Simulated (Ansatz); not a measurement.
Runs of Ansatz 0.2.0 on Ca. The structure is tetragonal, space group I4/mmm (No. 139). Conventional cell: a = 4.410 Å, b = 4.410 Å, c = 4.392 Å, α = 90.00°, β = 90.00°, γ = 90.00°. Ca (site symmetry 4/mmm) has 8 Ca at 3.81 Å as nearest neighbours. This isn't the form of Ca at room conditions, which is fcc.

| task | level | potentials or basis | spin | cell | k mesh | cutoff (eV) | smearing | empty bands summed for spectra up to | optics k mesh | broadening | basis error allowed | gap on the mesh (eV) | pressure (GPa) |
| --- | --- | --- | --- | --- | --- | --- | --- | --- | --- | --- | --- | --- | --- |
| single point | PBE | all-electron LAPW, scalar-relativistic | off | as given | 9 × 9 × 9 | 87 | gaussian 0.05 eV | - | - | - | 0.001 eV/atom | none | -0.1 |
| single point | PBE | all-electron LAPW, scalar-relativistic | off | as given | 9 × 9 × 9 | 87 | gaussian 0.1 eV | - | - | - | 0.001 eV/atom | none | -0.2 |
| optical spectrum | LDA | all-electron LAPW, scalar-relativistic | off | cell strained at random at fixed volume | 9 × 9 × 9 | 93 | tetrahedron | 14 eV | 11 × 11 × 11 | 0.2 eV | 0.001 eV/atom | none | - |
| single point | PBE | all-electron LAPW, scalar-relativistic | off | cell strained at random at fixed volume | 6 × 6 × 6 | 75 | fermi-dirac 0.03 eV | - | - | - | 0.004 eV/atom | none | -0.2 |
| single point | LDA | all-electron LAPW, scalar-relativistic | off | as given | 9 × 9 × 9 | 88 | gaussian 0.1 eV | - | - | - | 0.001 eV/atom | none | -1.9 |
| band structure | BLYP+D3(BJ) | all-electron LAPW, scalar-relativistic | off | as given | 9 × 9 × 9 | 88 | methfessel-paxton 0.1 eV | - | - | - | 0.001 eV/atom | - | (a) |
| electron localisation function | LDA | all-electron PAW datasets made for the crystal | off | as given | 9 × 9 × 9 | 200 | fermi-dirac 0.05 eV | - | - | - | - | none | -1.9 |

Task: Fill in the values left out.

Result: (a) -2.1.

Caveats: local fields and the highest empty bands are left out, which lowers the real part by some percent in wide-gap crystals (some runs); spectra need much finer meshes, so this one isn't converged (some runs); independent-particle spectra lack excitons (some runs); the intraband (Drude) part of a metal's response may be missing (some runs); the k mesh is thin for a metal, which can move the energy by tens of meV per atom (some runs); pairwise dispersion overbinds metals, which lowers pressure and volume (some runs).

A gap of «none» marks a metal or a gap under the smearing width.
